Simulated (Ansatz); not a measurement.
# interstitial Si in Si: a nudged elastic band in two tries

The task is a band of images between two relaxed ends. The host cell (diamond) has 16 atoms; the extra atom is the last.

Program: Ansatz 0.2.0. Level of theory: DFT PBE, plane waves, PAW, scalar-relativistic, no spin polarisation. These are calculated values, not measurements.

## 1. Starting point

The cell holds 17 atoms (Si17): a = 7.679 Å, b = 7.679 Å, c = 7.679 Å, α = 60.00°, β = 60.00°, γ = 60.00°.

As a file:

```
Si
1.0
     0.00000    5.43000    5.43000
     5.43000    0.00000    5.43000
     5.43000    5.43000    0.00000
Si
17
Direct
  0.00227 0.99668 0.00421
  0.12406 0.12621 0.12522
  0.00237 0.99672 0.49749
  0.12997 0.12281 0.62398
  0.99996 0.49988 0.00030
  0.12422 0.62429 0.12531
  0.00268 0.50293 0.49749
  0.12431 0.62437 0.62662
  0.49641 0.99640 0.00404
  0.62202 0.12215 0.13314
  0.49848 0.99917 0.50157
  0.62205 0.12217 0.62343
  0.49663 0.50245 0.00414
  0.62630 0.62407 0.12517
  0.49670 0.50252 0.49747
  0.62250 0.63068 0.62379
  0.74847 0.24922 0.75147
```

## 2. First attempt

The input, input.yaml:

```yaml
crystal:
  lattice:
    - [0.0, 5.43, 5.43]
    - [5.43, 0.0, 5.43]
    - [5.43, 5.43, 0.0]
  atoms:
    - { symbol: Si, position: [0.00226716, -0.00331837, 0.00420563] }
    - { symbol: Si, position: [0.12406452, 0.12621351, 0.12521709] }
    - { symbol: Si, position: [0.00236507, -0.00327919, 0.49749334] }
    - { symbol: Si, position: [0.12997008, 0.12281261, 0.6239813] }
    - { symbol: Si, position: [-3.746e-05, 0.49988289, 0.00029877] }
    - { symbol: Si, position: [0.12422359, 0.62428997, 0.12531228] }
    - { symbol: Si, position: [0.00267689, 0.50292971, 0.49749425] }
    - { symbol: Si, position: [0.1243089, 0.62437144, 0.62662459] }
    - { symbol: Si, position: [0.49640759, -0.00360313, 0.00404356] }
    - { symbol: Si, position: [0.62202078, 0.12215156, 0.13313677] }
    - { symbol: Si, position: [0.49847691, -0.00083449, 0.50156685] }
    - { symbol: Si, position: [0.62205447, 0.12216558, 0.62343462] }
    - { symbol: Si, position: [0.49662884, 0.50244614, 0.00414032] }
    - { symbol: Si, position: [0.62630251, 0.6240733, 0.12517401] }
    - { symbol: Si, position: [0.49669503, 0.50251607, 0.49746666] }
    - { symbol: Si, position: [0.62249927, 0.63068095, 0.62378744] }
    - { symbol: Si, position: [0.74847087, 0.24921636, 0.75147122] }
basis:
  ecutwfc: 420.0
kpoints:
  mp_grid: { grid: [2, 2, 2] }
hamiltonian:
  xc: pbe
  pseudopotentials: { kind: paw, azcp: { folder: soft_1 } }
scf:
  occupations: { method: fermi_dirac, width: 0.05 }
  lower_state_search: "off"
  max_iter: 64
neb:
  images: 5
  f_tol: 0.03
  initial_path: idpp
  max_iterations: 8
  optimiser: lbfgs
  final_atoms:
    - { symbol: Si, position: [-0.00124785, 0.00046357, 0.00062511] }
    - { symbol: Si, position: [0.12816055, 0.12177797, 0.12217449] }
    - { symbol: Si, position: [0.00236214, -0.00659209, 0.50245799] }
    - { symbol: Si, position: [0.12829122, 0.12202866, 0.62830816] }
    - { symbol: Si, position: [0.00205037, 0.5020116, -0.00567747] }
    - { symbol: Si, position: [0.12815978, 0.62813803, 0.12237766] }
    - { symbol: Si, position: [0.00251736, 0.50241151, 0.50270895] }
    - { symbol: Si, position: [0.1252139, 0.62497015, 0.62583183] }
    - { symbol: Si, position: [0.5004464, 0.00042773, 0.00048531] }
    - { symbol: Si, position: [0.62504055, 0.12504729, 0.12499169] }
    - { symbol: Si, position: [0.5005986, 0.00053574, 0.49869691] }
    - { symbol: Si, position: [0.62204431, 0.12192304, 0.62816283] }
    - { symbol: Si, position: [0.50048794, 0.49875978, 0.00058677] }
    - { symbol: Si, position: [0.62182695, 0.62816115, 0.12210209] }
    - { symbol: Si, position: [0.49366532, 0.50222876, 0.5023635] }
    - { symbol: Si, position: [0.62214875, 0.62822085, 0.62825977] }
  order_check: true
```

The run is started by

```
$ ansatz run input.yaml --threads 1 --pin off --max-ram 3072MiB --backend cpu --events-out ev --progress --plain --runs-dir out
```

Q: Predict the outcome of this session. Wanted: first try.

As calculated:

| quantity | value |
| --- | --- |
| first try | refused |
| cause | the second end lists one atom fewer than the first |

The fault in the first input was caught at the input check and cost nothing.
